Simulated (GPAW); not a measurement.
SiC:

```
Si C
1.0
     3.07569    0.00000    0.00000
    -1.53785    2.66363    0.00000
     0.00000    0.00000   10.07065
Si C
4 4
Direct
  0.00000 0.00000 0.18789
  0.00000 0.00000 0.68789
  0.33333 0.66667 0.43784
  0.66667 0.33333 0.93784
  0.00000 0.00000 0.00046
  0.00000 0.00000 0.50046
  0.33333 0.66667 0.24980
  0.66667 0.33333 0.74980
```

The cell is a database's computed one.

Base run:

- Program: GPAW 26.7.0
- Functional: mBEEF
- Potentials or basis: GPAW PAW data sets (gpaw-data 1.2.1)
- Cutoff: 800 eV
- Basis: pw
- k mesh: 6 × 6 × 2
- Occupations: fermi-dirac, width 0.05 eV
- Spin: no spin polarisation

Its results: band gap on the k mesh 2.69 eV, indirect (least direct gap 3.87 eV); pressure 0.3 GPa; largest force 0.008 eV/Å.

After a change of settings the same cell gave: band gap on the k mesh 2.55 eV, indirect (least direct gap 3.69 eV); pressure 1.6 GPa; largest force 0.012 eV/Å. Which change was it?
A. functional from mBEEF to MS2
B. functional from mBEEF to PBEint; potentials or basis from GPAW PAW data sets (gpaw-data 1.2.1) to PAW data sets generated in the run's folder for this functional
C. functional from mBEEF to SOGGA; potentials or basis from GPAW PAW data sets (gpaw-data 1.2.1) to PAW data sets generated in the run's folder for this functional

A.

Caveats: the PAW data sets were made with another functional, which shifts forces and pressure a little.

Not every run made on this cell is shown here.
